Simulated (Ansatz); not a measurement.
# KBr: the cost of one run

Method: DFT PBEsol, scalar-relativistic, plane waves, PAW, in Ansatz 0.2.0.

The COD entry's cell or inner coordinates are ideal or old and differ from later refinements, so a difference from it is no clean test against experiment.

1 further run of the same task is left out (set aside as unsound or not needed).

## 1. The system as given

Symmetry: Fm-3m, No. 225, cubic system. Conventional cell: a = 6.550 Å, b = 6.550 Å, c = 6.550 Å, α = 90.00°, β = 90.00°, γ = 90.00°. K (site symmetry m-3m) is surrounded by 6 Br at 3.27 Å. Br (site symmetry m-3m) has 6 K at 3.27 Å as nearest neighbours.

As a file:

```
K Br
1.0
     0.00000    3.27488    3.27488
     3.27488    0.00000    3.27488
     3.27488    3.27488    0.00000
K Br
1 1
Direct
  0.00000 0.00000 0.00000
  0.50000 0.50000 0.50000
```

This cell was relaxed beforehand with the same method: volume 35.12 Å³/atom, gap on the mesh 4.34 eV.

## 2. The undisturbed cell

Input file input.yaml:

```yaml
crystal:
  lattice:
    - [0.0, 3.2748785852, 3.2748785852]
    - [3.2748785852, 0.0, 3.2748785852]
    - [3.2748785852, 3.2748785852, 0.0]
  atoms:
    - { symbol: K, position: [0.0, 0.0, 0.0] }
    - { symbol: Br, position: [0.5, 0.5, 0.5] }
basis:
  ecutwfc: 420
kpoints:
  mp_grid: { grid: [6, 6, 6] }
hamiltonian:
  xc: pbesol
scf:
  occupations: { method: gaussian, width: 0.05 }
output:
  forces: true
  stress: true
  eigenvalues: true
```

**Question.** How long does this run take on 1 thread of an Arm CPU, shared host, and how much memory does it need?

About 1.2 s, with a peak of 0.28 GiB.
